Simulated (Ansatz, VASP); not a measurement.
SiC: VASP beside Ansatz

File INCAR:

```
SYSTEM = SiC
PREC = Accurate
ENCUT = 520
EDIFF = 1E-7
ISMEAR = 0
SIGMA = 0.05
LREAL = .FALSE.
LASPH = .TRUE.
NELM = 100
ALGO = Normal
ISIF = 2
LWAVE = .FALSE.
LCHARG = .TRUE.
GGA = PS
LELF = .TRUE.
LVHAR = .TRUE.
NBANDS = 11
```

The input KPOINTS:

```
Automatic mesh
0
G
  10 10 10
  0 0 0
```

POSCAR

```
SiC
1.0
    0.0000000000      2.1783945700      2.1783945700
    2.1783945700      0.0000000000      2.1783945700
    2.1783945700      2.1783945700      0.0000000000
Si C
1 1
Direct
   -0.0023558598      0.0023558598      0.0023558598
    0.7555086439      0.7444913561      0.7444913561
```

Input for Ansatz:

```yaml
crystal:
  lattice:
    - [0.0, 2.17839457, 2.17839457]
    - [2.17839457, 0.0, 2.17839457]
    - [2.17839457, 2.17839457, 0.0]
  atoms:
    - { symbol: Si, position: [-0.0023558598, 0.0023558598, 0.0023558598] }
    - { symbol: C, position: [0.7555086439, 0.7444913561, 0.7444913561] }
basis:
  ecutwfc: 520.0
kpoints:
  mp_grid: { grid: [10, 10, 10] }
hamiltonian:
  xc: pbesol
  pseudopotentials: { kind: paw, azcp: { folder: soft_1 } }
scf:
  occupations: { method: gaussian, width: 0.05 }
output:
  forces: true
  stress: true
  eigenvalues: true
```

Change from the starting cell: mode 4 frozen in at -0.024 Å and mode 5 at +0.000 Å (largest displacements).

Alike in both runs: task single point; functional PBEsol; k mesh 10 × 10 × 10; occupations gaussian, width 0.05 eV; no spin polarisation.

```csv
,VASP,Ansatz
version,VASP 6.6.1,Ansatz 0.2.0
potentials or method,"VASP PAW PBE potentials, release 64 (Si, C)","scalar-relativistic, plane waves, PAW"
plane-wave cutoff (eV),520,520
valence electrons in the cell,8,8
```

```tsv
	VASP	Ansatz	Ansatz less VASP
gap on the k mesh at the Fermi level (eV)	1.07	1.08	+0.010
least direct gap on the mesh (eV)	4.36	4.37	+0.014
pressure (GPa)	0.5	0.1	-0.35
largest component of the traceless stress (GPa)	2.29	2.26	-0.029
rms of the force components (eV/Å)	0.379	0.378	-0.0012
```

Atom by atom the forces differ by 0.001 eV/Å (rms over components). With one functional, cell and mesh, what is left measures potentials, basis and numerics. Ansatz warned: «pseudo_functional_mismatch».

Caveats: the PAW data sets were made with another functional, which shifts forces and pressure a little (VASP). A k mesh can miss the band edges.
